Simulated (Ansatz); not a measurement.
# SiO2: gradients and densities at the nuclei, part 2 of 2

Wanted: quadrupolar parameters for every site of SiO2, with a sense of how robust they are. The cell is a computed entry of the Materials Project. Planned: a single point, then r2SCAN.

Ansatz 0.2.0; DFT, PBE, plane-wave PAW, default files, scalar-relativistic, as far as a step names no other. The steps go on from the part before.

## 3. Functional r2SCAN

Input file input.yaml:

```yaml
crystal:
  lattice:
    - [-6.90518667, 6.90518667, 3.216945675]
    - [6.90518667, -6.90518667, 3.216945675]
    - [6.90518667, 6.90518667, -3.216945675]
  atoms:
    - { symbol: Si, position: [0.98529325, 0.12002089, 0.86527236] }
    - { symbol: Si, position: [0.87002089, 0.50474853, 0.63472764] }
    - { symbol: Si, position: [0.87002089, 0.23529325, 0.36527236] }
    - { symbol: Si, position: [0.76470675, 0.12997911, 0.63472764] }
    - { symbol: Si, position: [0.49525147, 0.12997911, 0.36527236] }
    - { symbol: Si, position: [0.25474853, 0.12002089, 0.13472764] }
    - { symbol: Si, position: [0.87997911, 0.74525147, 0.86527236] }
    - { symbol: Si, position: [0.87997911, 0.01470675, 0.13472764] }
    - { symbol: Si, position: [0.5, 0.5, 0.0] }
    - { symbol: Si, position: [0.25, 0.75, 0.5] }
    - { symbol: O, position: [0.875, 0.125, 0.75] }
    - { symbol: O, position: [0.875, 0.625, 0.75] }
    - { symbol: O, position: [0.875, 0.125, 0.25] }
    - { symbol: O, position: [0.375, 0.125, 0.25] }
    - { symbol: O, position: [0.904418, 0.095582, 0.0] }
    - { symbol: O, position: [0.845582, 0.345582, 0.691164] }
    - { symbol: O, position: [0.654418, 0.154418, 0.308836] }
    - { symbol: O, position: [0.095582, 0.904418, 0.0] }
    - { symbol: O, position: [0.845582, 0.154418, 0.5] }
    - { symbol: O, position: [0.904418, 0.904418, 0.808836] }
    - { symbol: O, position: [0.095582, 0.095582, 0.191164] }
    - { symbol: O, position: [0.654418, 0.345582, 0.5] }
    - { symbol: O, position: [0.26060711, 0.35625752, 0.90434959] }
    - { symbol: O, position: [0.10625752, 0.70190793, 0.59565041] }
    - { symbol: O, position: [0.10625752, 0.51060711, 0.40434959] }
    - { symbol: O, position: [0.48939289, 0.89374248, 0.59565041] }
    - { symbol: O, position: [0.29809207, 0.89374248, 0.40434959] }
    - { symbol: O, position: [0.45190793, 0.35625752, 0.09565041] }
    - { symbol: O, position: [0.64374248, 0.54809207, 0.90434959] }
    - { symbol: O, position: [0.64374248, 0.73939289, 0.09565041] }
kpoints:
  mp_grid: { grid: [4, 4, 4] }
scf:
  occupations: { method: fermi_dirac, width: 0.02 }
hamiltonian:
  xc: r2scan
  pseudopotentials: { kind: paw }
output:
  forces: true
  stress: true
  populations: true
  efg: { quadrupole_moments_barn: { O: -0.02558 }, contact_densities: true }
```

Launch:

```
$ ansatz run input.yaml --threads 1 --pin off --max-ram 2560MiB --backend cpu --events-out ev --progress --plain --runs-dir out
```

Log:

```text
Warning: RAYON_NUM_THREADS=1 ignored (pool sized by the plan → 1); use --threads N
Engine: ansatz 0.2.0, aarch64-unknown-linux-gnu
Pseudopotentials: kind: paw
Pseudopotential: Si, paw, valence charge 4, recommended cutoff 500 eV (meta_gga), Si.paw.azcp
Pseudopotential: O, paw, valence charge 6, recommended cutoff 500 eV (meta_gga), O.paw.azcp
Functional definition: r2SCAN
  parameter k0 = 0.174
  parameter k1 = 0.065
  parameter a1 = 4.9479
  exchange = r2scan_x(k0 = k0, k1 = k1, a1 = a1)
  correlation = r2scan_c
Crystal: 30 atoms, lattice volume = 613.557 Å³
Basis set: ecut = 500 eV, 15615 PW (Γ), exchange–correlation on 300×300×300 points (64 copies of the dense FFT grid, shifted against one another)
Bands: 110, of which v1, the nominal top of the filled ones, is band 80 counted from 1 (79 counted from 0)
Symmetry: 16 space group operations
Space group: I41/amd (ITA 141), of the structure as read, at distance tolerance 8.5e-5 Å
k-points: 13 of 64
Non-local potential: Si, projectors of the file, l = 0: 2, l = 1: 2, l = 2: 2
Non-local potential: O, projectors of the file, l = 0: 2, l = 1: 2, l = 2: 1
PAW form: soft (Blöchl's): semilocal exchange-correlation on the pseudo side does not see the compensation charge
PAW frozen core: Si, regenerated for the run's functional (the file was generated under x = pbe(κ = 0.804, μ = 0.2195149727645171), c = pbe(β = 0.06672455060314922))
PAW frozen core: O, regenerated for the run's functional (the file was generated under x = pbe(κ = 0.804, μ = 0.2195149727645171), c = pbe(β = 0.06672455060314922))
PAW one-centre angular grid: Si, 302 points (default); XC on 160 Gauss nodes
PAW one-centre angular grid: O, 302 points (default); XC on 160 Gauss nodes
Initial density: superposition of atomic densities (neutral atoms: chi_scale 0, normalization atom), corrected by the library's trained network
Initial wavefunctions: pseudopotential atomic-orbital guess
Functional: x = r2scan, c = r2scan; τ floored in thin density (d = 2e-4 eV/Å³)
SCF iter   1: F=—  HF=-17799.021253 eV  |F-HF|=—  |Δ(HF+E_count)|=         —  Δρ=5.73e-3  dr2=2.00e-1  dr2_τ=2.64e0  ethr=1.77e-3  ⟨swp⟩=7.7  Hψ=7752  notcnv=0  defer=51
preconditioner: auto → Resta (q_TF=auto, 2.181 Å⁻¹)  ε∞=2.2  [insulator: Δε(μ)=6.562 eV  Ē_g=17.633 eV  σ=0.020 eV  W_gap=1.00  n_scr=118 (ndim 8)  ℏωp=19.0 eV  f_vac=0.431  D(μ)=0.00/eV (n_scr^D=0)  ε∞_Penn≈2.2  vacuum switching on, ρ_ref=2.3e-2 e/Å³]
SCF iter   2: F=—  HF=-17799.862616 eV  |F-HF|=—  |Δ(HF+E_count)|=   8.41e-1  Δρ=3.62e-3  dr2=4.73e-2  dr2_τ=4.95e-3  ethr=1.25e-4  ⟨swp⟩=3.0  Hψ=2811  notcnv=0  defer=330
SCF iter   3: F=—  HF=-17799.869332 eV  |F-HF|=—  |Δ(HF+E_count)|=   6.72e-3  Δρ=8.28e-4  dr2=3.16e-3  dr2_τ=7.40e-4  ethr=2.96e-5  ⟨swp⟩=4.2  Hψ=2036  notcnv=0  defer=330
SCF iter   4: F=—  HF=-17799.869588 eV  |F-HF|=—  |Δ(HF+E_count)|=   2.57e-4  Δρ=2.42e-4  dr2=2.30e-4  dr2_τ=5.04e-5  ethr=1.97e-6  ⟨swp⟩=3.3  Hψ=2263  notcnv=0  defer=330
SCF iter   5: F=—  HF=-17799.869544 eV  |F-HF|=—  |Δ(HF+E_count)|=   4.46e-5  Δρ=7.13e-5  dr2=1.31e-5  dr2_τ=2.64e-6  ethr=1.44e-7  ⟨swp⟩=2.0  Hψ=2087  notcnv=0  defer=330
SCF iter   6: F=—  HF=-17799.869792 eV  |F-HF|=—  |Δ(HF+E_count)|=   2.49e-4  Δρ=2.08e-5  dr2=2.45e-6  dr2_τ=1.54e-7  ethr=8.16e-9  ⟨swp⟩=2.0  Hψ=2217  notcnv=0  defer=330
SCF iter   7: F=-17799.869793 eV  HF=-17799.869793 eV  |F-HF|=6.23e-8  |Δ(HF+E_count)|=   5.16e-7  Δρ=3.41e-6  dr2=5.75e-8  dr2_τ=5.24e-9  ethr=6.25e-11  ⟨swp⟩=14.3  Hψ=9928  notcnv=0
SCF 1 converged in 7 iterations: F = -17799.869793 eV  dr2 = 5.75e-8
SCF converged after 7 iterations
Free energy (F): -17799.869793 eV
Harris-Foulkes:  -17799.869793 eV  (|F-HF|=6.23e-8)
Internal energy: -17799.869793 eV  (E = F + TS)
E sigma→0 (E₀):  -17799.869793 eV
Fermi energy:    1.528192 eV
--- Per-component energies (eV) ---
  E_band       = -1442.808056
  E_kinetic    = 4052.395905
  E_local      = -17577.212377  (includes V_loc(G=0)·N_el)
  E_nonlocal   = 1179.831611
  E_hartree    = 7089.524980
  E_xc         = -2000.032084
  E_vxc        = -2649.154349  (∫ρ·V_xc dr)
  E_paw        = -8419.311426  (= ΣΔE_a)
  E_vpaw       = -795.952774  (= ΣTr[D̂ρ^β])
  E_aug_tail   = 0.020764  (compensation charges beyond the density's cutoff)
  E_vtau       = 168.204517  (kinetic-family band-sum trace: ∫τ·v_τ [+ j·A + Jᵃ·Aᵃ] dr)
  E_ewald      = -2123.684016
  E_core_change = -1.403148  (= ΣΔE_core)
  E_smearing   = -0.000000  (= −TS)
  E_closure    = -0.000000  (closes the sum)
  Σ components = -17799.869793   (vs F -17799.869793, Δ=0.00e0)
--- Forces (eV/Å), atoms counted from 1 ---
  atom   1  Si    -0.00000000     0.09710623    -0.03728175
  atom   2  Si    -0.09710623     0.00000000    -0.03728175
  atom   3  Si     0.09710623     0.00000000    -0.03728175
  atom   4  Si    -0.00000000    -0.09710623     0.03728175
  atom   5  Si     0.00000000     0.09710623     0.03728175
  atom   6  Si    -0.00000000    -0.09710623    -0.03728175
  atom   7  Si     0.09710623     0.00000000     0.03728175
  atom   8  Si    -0.09710623    -0.00000000     0.03728175
  atom   9  Si     0.00000000    -0.00000000     0.00000000
  atom  10  Si    -0.00000000     0.00000000    -0.00000000
  atom  11  O     -0.00000000    -0.00000000    -0.00000000
  atom  12  O      0.00000000    -0.00000000     0.00000000
  atom  13  O      0.00000000    -0.00000000    -0.00000000
  atom  14  O      0.00000000    -0.00000000     0.00000000
  atom  15  O      0.01551958    -0.01551958    -0.00000000
  atom  16  O      0.01551958     0.01551958    -0.00000000
  atom  17  O     -0.01551958    -0.01551958    -0.00000000
  atom  18  O     -0.01551958     0.01551958     0.00000000
  atom  19  O     -0.01551958     0.01551958     0.00000000
  atom  20  O     -0.01551958    -0.01551958     0.00000000
  atom  21  O      0.01551958     0.01551958    -0.00000000
  atom  22  O      0.01551958    -0.01551958    -0.00000000
  atom  23  O      0.00000000    -0.00679149     0.02450177
  atom  24  O      0.00679149    -0.00000000     0.02450177
  atom  25  O     -0.00679149     0.00000000     0.02450177
  atom  26  O     -0.00000000     0.00679149    -0.02450177
  atom  27  O      0.00000000    -0.00679149    -0.02450177
  atom  28  O     -0.00000000     0.00679149     0.02450177
  atom  29  O     -0.00679149    -0.00000000    -0.02450177
  atom  30  O      0.00679149    -0.00000000    -0.02450177
  max |Σ_I F_I| component: 3.12e-17 eV/Å
--- Stress (GPa, compression-positive) ---
        0.059520       0.000000       0.000000
        0.000000       0.059520      -0.000000
        0.000000      -0.000000       0.024219
  P = ⅓ Tr σ = 0.0478 GPa (0.478 kbar)
--- PAW observables at the nuclei: V_zz in 10²¹ V/m², potentials from the cell's mean, atoms counted from 1 ---
  atom   1  Si V_zz =    +0.760369   η = 0.9079   by run symmetry: allowed
            electrostatic potential = -1349.875863 V   contact ρ = 12779.494833 e/Å³
  atom   2  Si V_zz =    +0.760369   η = 0.9079   by run symmetry: allowed
            electrostatic potential = -1349.875863 V   contact ρ = 12779.494833 e/Å³
  atom   3  Si V_zz =    +0.760369   η = 0.9079   by run symmetry: allowed
            electrostatic potential = -1349.875863 V   contact ρ = 12779.494833 e/Å³
  atom   4  Si V_zz =    +0.760369   η = 0.9079   by run symmetry: allowed
            electrostatic potential = -1349.875863 V   contact ρ = 12779.494833 e/Å³
  atom   5  Si V_zz =    +0.760369   η = 0.9079   by run symmetry: allowed
            electrostatic potential = -1349.875863 V   contact ρ = 12779.494833 e/Å³
  atom   6  Si V_zz =    +0.760369   η = 0.9079   by run symmetry: allowed
            electrostatic potential = -1349.875863 V   contact ρ = 12779.494833 e/Å³
  atom   7  Si V_zz =    +0.760369   η = 0.9079   by run symmetry: allowed
            electrostatic potential = -1349.875863 V   contact ρ = 12779.494833 e/Å³
  atom   8  Si V_zz =    +0.760369   η = 0.9079   by run symmetry: allowed
            electrostatic potential = -1349.875863 V   contact ρ = 12779.494833 e/Å³
  atom   9  Si V_zz =    -1.191949   η = 0.0000   by run symmetry: allowed
            electrostatic potential = -1349.985925 V   contact ρ = 12779.654673 e/Å³
  atom  10  Si V_zz =    -1.191949   η = 0.0000   by run symmetry: allowed
            electrostatic potential = -1349.985925 V   contact ρ = 12779.654673 e/Å³
  atom  11  O  V_zz =   +10.321623   η = 0.0422   by run symmetry: allowed   C_q = -6.3841 MHz
            electrostatic potential = -614.957814 V   contact ρ = 2147.272504 e/Å³
  atom  12  O  V_zz =   +10.321623   η = 0.0422   by run symmetry: allowed   C_q = -6.3841 MHz
            electrostatic potential = -614.957814 V   contact ρ = 2147.272504 e/Å³
  atom  13  O  V_zz =   +10.321623   η = 0.0422   by run symmetry: allowed   C_q = -6.3841 MHz
            electrostatic potential = -614.957814 V   contact ρ = 2147.272504 e/Å³
  atom  14  O  V_zz =   +10.321623   η = 0.0422   by run symmetry: allowed   C_q = -6.3841 MHz
            electrostatic potential = -614.957814 V   contact ρ = 2147.272504 e/Å³
  atom  15  O  V_zz =    +9.046674   η = 0.2629   by run symmetry: allowed   C_q = -5.5956 MHz
            electrostatic potential = -615.088582 V   contact ρ = 2148.730849 e/Å³
  atom  16  O  V_zz =    +9.046674   η = 0.2629   by run symmetry: allowed   C_q = -5.5956 MHz
            electrostatic potential = -615.088582 V   contact ρ = 2148.730849 e/Å³
  atom  17  O  V_zz =    +9.046674   η = 0.2629   by run symmetry: allowed   C_q = -5.5956 MHz
            electrostatic potential = -615.088582 V   contact ρ = 2148.730849 e/Å³
  atom  18  O  V_zz =    +9.046674   η = 0.2629   by run symmetry: allowed   C_q = -5.5956 MHz
            electrostatic potential = -615.088582 V   contact ρ = 2148.730849 e/Å³
  atom  19  O  V_zz =    +9.046674   η = 0.2629   by run symmetry: allowed   C_q = -5.5956 MHz
            electrostatic potential = -615.088582 V   contact ρ = 2148.730849 e/Å³
  atom  20  O  V_zz =    +9.046674   η = 0.2629   by run symmetry: allowed   C_q = -5.5956 MHz
            electrostatic potential = -615.088582 V   contact ρ = 2148.730849 e/Å³
  atom  21  O  V_zz =    +9.046674   η = 0.2629   by run symmetry: allowed   C_q = -5.5956 MHz
            electrostatic potential = -615.088582 V   contact ρ = 2148.730849 e/Å³
  atom  22  O  V_zz =    +9.046674   η = 0.2629   by run symmetry: allowed   C_q = -5.5956 MHz
            electrostatic potential = -615.088582 V   contact ρ = 2148.730849 e/Å³
  atom  23  O  V_zz =    +9.162400   η = 0.2001   by run symmetry: allowed   C_q = -5.6671 MHz
            electrostatic potential = -615.126125 V   contact ρ = 2148.463237 e/Å³
  atom  24  O  V_zz =    +9.162400   η = 0.2001   by run symmetry: allowed   C_q = -5.6671 MHz
            electrostatic potential = -615.126125 V   contact ρ = 2148.463237 e/Å³
  atom  25  O  V_zz =    +9.162400   η = 0.2001   by run symmetry: allowed   C_q = -5.6671 MHz
            electrostatic potential = -615.126125 V   contact ρ = 2148.463237 e/Å³
  atom  26  O  V_zz =    +9.162400   η = 0.2001   by run symmetry: allowed   C_q = -5.6671 MHz
            electrostatic potential = -615.126125 V   contact ρ = 2148.463237 e/Å³
  atom  27  O  V_zz =    +9.162400   η = 0.2001   by run symmetry: allowed   C_q = -5.6671 MHz
            electrostatic potential = -615.126125 V   contact ρ = 2148.463237 e/Å³
  atom  28  O  V_zz =    +9.162400   η = 0.2001   by run symmetry: allowed   C_q = -5.6671 MHz
            electrostatic potential = -615.126125 V   contact ρ = 2148.463237 e/Å³
  atom  29  O  V_zz =    +9.162400   η = 0.2001   by run symmetry: allowed   C_q = -5.6671 MHz
            electrostatic potential = -615.126125 V   contact ρ = 2148.463237 e/Å³
  atom  30  O  V_zz =    +9.162400   η = 0.2001   by run symmetry: allowed   C_q = -5.6671 MHz
            electrostatic potential = -615.126125 V   contact ρ = 2148.463237 e/Å³
--- Band table (eV; the first three rows and the last of 13) ---
  k-point 0: bands = ["-22.2486", "-21.9650", "-21.5642", "-21.5642", "-21.1888", "-21.0408", "-21.0074", "-21.0074", "-20.8993", "-20.5495", "-20.3588", "-20.2706", "-20.2706", "-20.2623", "-20.1339", "-20.1339", "-20.1252", "-20.1252", "-20.0964", "-20.0872", "-10.9794", "-10.2709", "-10.1678", "-10.1678", "-9.6925", "-9.2545", "-8.7018", "-8.7018", "-8.1532", "-7.4328", "-7.3110", "-7.3110", "-7.2053", "-7.2053", "-7.1549", "-7.0809", "-6.9910", "-6.9910", "-6.7648", "-6.7475", "-5.8285", "-5.6724", "-5.3850", "-5.1534", "-4.4581", "-4.4161", "-4.4161", "-4.3893", "-4.3893", "-4.2465", "-4.0512", "-4.0512", "-3.9473", "-3.8700", "-3.7875", "-3.7862", "-3.7862", "-3.7675", "-3.7675", "-3.7297", "-3.5522", "-3.4247", "-3.3200", "-3.3017", "-3.2827", "-3.2827", "-3.1426", "-3.0502", "-3.0502", "-2.8140", "-2.8140", "-2.8005", "-2.6542", "-2.5595", "-2.5595", "-2.0925", "-2.0600", "-2.0600", "-1.7581", "-1.7067", "4.7142", "6.4270", "6.7898", "6.7898", "6.9039", "7.6035", "7.9388", "7.9724", "8.1824", "8.1905", "8.4237", "8.4237", "8.6763", "8.6957", "8.7121", "8.8242", "8.8242", "8.9319", "8.9593", "8.9593", "9.0927", "9.2227", "9.2227", "9.2310", "9.2441", "9.5955", "9.5955", "9.6310", "9.6310", "10.1561"]
  k-point 1: bands = ["-22.2205", "-22.0320", "-21.5323", "-21.4766", "-21.3020", "-21.1481", "-20.9499", "-20.9027", "-20.8824", "-20.5938", "-20.3434", "-20.2816", "-20.2695", "-20.2636", "-20.1328", "-20.1326", "-20.1266", "-20.1264", "-20.0950", "-20.0885", "-10.8902", "-10.3400", "-10.2566", "-10.1838", "-9.5995", "-9.1263", "-8.9692", "-8.7602", "-7.9006", "-7.3945", "-7.3592", "-7.2744", "-7.2167", "-7.1977", "-7.1447", "-7.0685", "-7.0301", "-7.0070", "-6.7910", "-6.7771", "-5.8039", "-5.6928", "-5.3618", "-5.2010", "-4.4197", "-4.4063", "-4.3941", "-4.3882", "-4.3865", "-4.2231", "-4.1206", "-3.9980", "-3.9902", "-3.8488", "-3.8149", "-3.7821", "-3.7678", "-3.7492", "-3.7433", "-3.6908", "-3.5348", "-3.4276", "-3.3971", "-3.3464", "-3.3149", "-3.2529", "-3.2056", "-3.0456", "-3.0336", "-2.9173", "-2.9031", "-2.8306", "-2.4963", "-2.4739", "-2.4078", "-2.1374", "-2.1172", "-2.1019", "-1.7508", "-1.7145", "4.8627", "5.8970", "6.8291", "6.8912", "7.4787", "7.5978", "7.6488", "7.7166", "8.0323", "8.1877", "8.4042", "8.5999", "8.6237", "8.7000", "8.7986", "8.8979", "8.9259", "8.9347", "8.9657", "8.9875", "9.0949", "9.1663", "9.3663", "9.3682", "9.5487", "9.6702", "9.6797", "9.6835", "9.6899", "10.1470"]
  k-point 2: bands = ["-22.1413", "-22.1413", "-21.4402", "-21.4402", "-21.3097", "-21.3097", "-20.9160", "-20.9160", "-20.7152", "-20.7152", "-20.3103", "-20.3103", "-20.2666", "-20.2666", "-20.1298", "-20.1298", "-20.1295", "-20.1295", "-20.0917", "-20.0917", "-10.6483", "-10.6483", "-10.2210", "-10.2210", "-9.3386", "-9.3386", "-8.9164", "-8.9164", "-7.5699", "-7.5699", "-7.3165", "-7.3165", "-7.1506", "-7.1506", "-7.1204", "-7.1204", "-7.0474", "-7.0474", "-6.8152", "-6.8152", "-5.7464", "-5.7464", "-5.2932", "-5.2932", "-4.4055", "-4.4055", "-4.3910", "-4.3910", "-4.2427", "-4.2427", "-4.1428", "-4.1428", "-3.8518", "-3.8518", "-3.8316", "-3.8316", "-3.7723", "-3.7723", "-3.6314", "-3.6314", "-3.4729", "-3.4729", "-3.4669", "-3.4669", "-3.2877", "-3.2877", "-3.1690", "-3.1690", "-2.9947", "-2.9947", "-2.8754", "-2.8754", "-2.3442", "-2.3442", "-2.2241", "-2.2241", "-2.2233", "-2.2233", "-1.7329", "-1.7329", "5.2809", "5.2809", "7.1328", "7.1328", "7.1854", "7.1854", "7.8502", "7.8502", "8.1557", "8.1557", "8.4028", "8.4028", "8.5972", "8.5972", "8.7535", "8.7535", "9.0153", "9.0153", "9.0848", "9.0848", "9.1122", "9.1122", "9.6009", "9.6009", "9.6948", "9.6948", "9.8963", "9.8963", "10.0621", "10.0621"]
  k-point 12: bands = ["-22.1295", "-22.1295", "-21.5651", "-21.5651", "-21.0770", "-21.0770", "-21.0053", "-21.0053", "-20.7591", "-20.7591", "-20.2920", "-20.2920", "-20.2723", "-20.2723", "-20.1325", "-20.1325", "-20.1263", "-20.1263", "-20.0918", "-20.0918", "-10.6043", "-10.6043", "-10.1423", "-10.1423", "-9.6434", "-9.6434", "-8.7786", "-8.7786", "-7.3426", "-7.3426", "-7.3114", "-7.3114", "-7.2721", "-7.2721", "-7.0813", "-7.0813", "-7.0452", "-7.0452", "-6.9274", "-6.9274", "-5.7455", "-5.7455", "-5.2725", "-5.2725", "-4.4015", "-4.4015", "-4.3861", "-4.3861", "-4.1227", "-4.1227", "-4.0825", "-4.0825", "-4.0612", "-4.0612", "-3.9501", "-3.9501", "-3.7218", "-3.7218", "-3.5532", "-3.5532", "-3.4576", "-3.4576", "-3.4576", "-3.4576", "-3.3824", "-3.3824", "-3.0031", "-3.0031", "-2.9996", "-2.9996", "-2.9498", "-2.9498", "-2.4643", "-2.4643", "-2.2932", "-2.2932", "-2.0710", "-2.0710", "-1.7256", "-1.7256", "5.5454", "5.5454", "6.1276", "6.1276", "7.9139", "7.9139", "8.0656", "8.0656", "8.3054", "8.3054", "8.4748", "8.4748", "8.6246", "8.6246", "8.6601", "8.6601", "9.0246", "9.0246", "9.0841", "9.0841", "9.2326", "9.2326", "9.4055", "9.4055", "9.9069", "9.9069", "9.9280", "9.9280", "10.0817", "10.0817"]
--- Löwdin populations: 30 sites ---
  site symbol       q [e]
     0     Si      2.1189
     1     Si      2.1189
     2     Si      2.1189
     3     Si      2.1189
     4     Si      2.1189
     5     Si      2.1189
     6     Si      2.1189
     7     Si      2.1189
     8     Si      2.1191
     9     Si      2.1191
    10      O      6.8237
    11      O      6.8237
    12      O      6.8237
    13      O      6.8237
    14      O      6.8318
    15      O      6.8318
    16      O      6.8318
    17      O      6.8318
    18      O      6.8318
    19      O      6.8318
    20      O      6.8318
    21      O      6.8318
    22      O      6.8299
    23      O      6.8299
    24      O      6.8299
    25      O      6.8299
    26      O      6.8299
    27      O      6.8299
    28      O      6.8299
    29      O      6.8299
  spilling = 0.013890 (of n_electrons = 160.000000)
```

Wall time 3.8 min (1 thread of Arm Neoverse V1, shared host); peak memory 2.1 GiB.

The run ends with gap on the mesh 6.42 eV, largest force 0.104 eV/Å, pressure 0.0 GPa.

What changed since step 2 (V_zz in 10²¹ V/m²):

```tsv
site	atoms	V_zz, PBE	V_zz, r2SCAN	η, PBE	η, r2SCAN
Si1	1, 2, 3, …	0.76	0.76	0.86	0.91
Si9	9, 10	-1.22	-1.19	0.00	0.00
O11	11, 12, 13, …	10.42	10.32	0.04	0.04
O15	15, 16, 17, …	9.16	9.05	0.26	0.26
O23	23, 24, 25, …	9.28	9.16	0.19	0.20
```

The sizes of the gradients above 0.15 moved by 1.2 % in the median, 2.0 % at the site that moves most (small gradients counted from 0.15; Si9, -1.22 to -1.19). The cutoff follows the datasets, from 420 to 500 eV.

## 4. Spectra that follow from step 2

¹⁷O (I = 5/2, Q = -25.58 mb) in zero field: pure quadrupole lines, for atoms at rest. Strengths are squared matrix elements for a powder, against the strongest line of the same site.

```tsv
site	count	line (MHz)	strength
O11	4	0.968	1.00
O11	4	1.93	0.63
O15	8	0.910	1.00
O15	8	1.68	0.66
O23	8	0.894	1.00
O23	8	1.71	0.65
```

## 5. Summary of results

This closing draws on all 2 parts.

```
                                 quantity                                                                                                            value
                           state (step 2)                                              gap on the mesh 5.62 eV, largest force 0.413 eV/Å, pressure 3.1 GPa
         V_zz by site, step 2 (10²¹ V/m²)                                                               Si1 0.76, Si9 -1.22, O11 10.42, O15 9.16, O23 9.28
              largest C_Q in size, step 2                                                                                             6.44 MHz, ¹⁷O at O11
step 3 (functional r2SCAN) against step 2  1.2 % in the median, 2.0 % at the site that moves most (small gradients counted from 0.15; Si9, -1.22 to -1.19)
```

Site O11 (2 Si at 1.59 Å, angle 180°) carries the largest gradient. The atoms are not relaxed at this level (largest force 0.41 eV/Å). Going from PBE to r2SCAN moves the gradients by up to 2.0 %. The highest ¹⁷O quadrupole line lies at 1.93 MHz, for nuclei at rest; thermal motion mostly lowers such lines a little.

These are semilocal Kohn-Sham gaps, which aren't the measured quantity. Such gaps usually fall short of the measured ones.
